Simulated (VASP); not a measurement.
Crystal: VO2.

```
V O
1.0
     4.62418    0.00000    0.00000
     0.00000    4.62418    0.00000
     0.00000    0.00000    2.94718
V O
2 4
Direct
  0.00000 0.00000 0.00000
  0.50000 0.50000 0.50000
  0.30960 0.30960 0.00000
  0.19040 0.80960 0.50000
  0.69040 0.69040 0.00000
  0.80960 0.19040 0.50000
```

| Quantity | Value |
| --- | --- |
| Program | VASP 6.6.1 |
| Task | relaxation of cell and atoms |
| Functional | PBE |
| Potentials or basis | VASP PAW PBE potentials, release 64 (V_sv, O) |
| Cutoff | 600 eV |
| k mesh | 6 × 6 × 10 |
| Occupations | gaussian, width 0.03 eV |
| Spin | collinear spin, ferromagnetic start |
| Starting moments | [1.0, 1.0, 0.0, 0.0, 0.0, 0.0] μB |
| Hubbard terms | V d U = 3.25 eV |

At the start: pressure -0.1 GPa; volume 10.50 Å³/atom.

**Question.** How do energy, volume and symmetry change on relaxing?

**Answer.** Over 9 steps the energy falls by 38.1 meV/atom and the volume is 10.28 Å³/atom (-2.2 %); space group P4_2/mnm (No. 136, to 0.05 Å); moment 2.00 μB per cell.

The path:
```csv
step,energy change (eV),largest force (eV/Å),pressure (GPa),volume (Å³)
1,0.0000,1.0402,-0.15,63.02
2,-0.1986,0.2142,-3.85,62.90
3,-0.2122,0.0527,-4.20,62.84
4,-0.1962,0.2123,5.82,60.17
5,-0.2269,0.1046,-0.32,61.73
6,-0.2284,0.0229,-0.07,61.67
7,-0.2285,0.0033,-0.01,61.66
8,-0.2285,0.0058,-0.01,61.66
9,-0.2285,0.0037,0.01,61.65
```

Final structure:
```
V O
1.0
     4.50669    0.00000    0.00000
     0.00000    4.50669    0.00000
     0.00000    0.00000    3.03543
V O
2 4
Direct
  0.00000 0.00000 0.00000
  0.50000 0.50000 0.50000
  0.29943 0.29943 0.00000
  0.20057 0.79943 0.50000
  0.70057 0.70057 0.00000
  0.79943 0.20057 0.50000
```
